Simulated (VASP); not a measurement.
A run of VASP 6.6.1 is set up as follows.

INCAR

```
PREC = Accurate
ENCUT = 600
EDIFF = 1E-7
ISMEAR = 0
SIGMA = 0.03
LREAL = F
LASPH = T
NELM = 80
ALGO = Normal
ISIF = 2
LWAVE = F
LCHARG = F
GGA = PE
IVDW = 12
IBRION = 2
NSW = 40
EDIFFG = -0.01
```

File KPOINTS:

```
regular mesh
0
Gamma
  10 10 10
```

The input POSCAR:

```
Sn                                      
1.0
    0.0000000000      3.3282066148      3.3282066148
    3.3282066148      0.0000000000      3.3282066148
    3.3282066148      3.3282066148      0.0000000000
  Sn            
     2
Direct
     0.0000000000000000    0.0000000000000000    0.0000000000000000
     0.2500000000000000    0.2500000000000000    0.2500000000000000
```

Potentials or basis: VASP PAW PBE potentials, release 64 (Sn_d).

Command:

```sh
$ cat potpaw_PBE.64/Sn_d/POTCAR > POTCAR
$ mpirun -np 1 vasp_std > vasp.out
```

Problem. Estimate the band gap on the k mesh.

Solution. None (metal or under the smearing width).

Problem. Estimate the dispersion energy per atom.

Solution. -0.283 eV.

Final structure:
```xyz
2
Lattice="0.0000 3.3282 3.3282 3.3282 0.0000 3.3282 3.3282 3.3282 0.0000" Properties=species:S:1:pos:R:3 pbc="T T T"
Sn    0.0000    0.0000    0.0000
Sn    1.6641    1.6641    1.6641
```

Caveat: the relaxation stopped at its first step, so nothing moved.
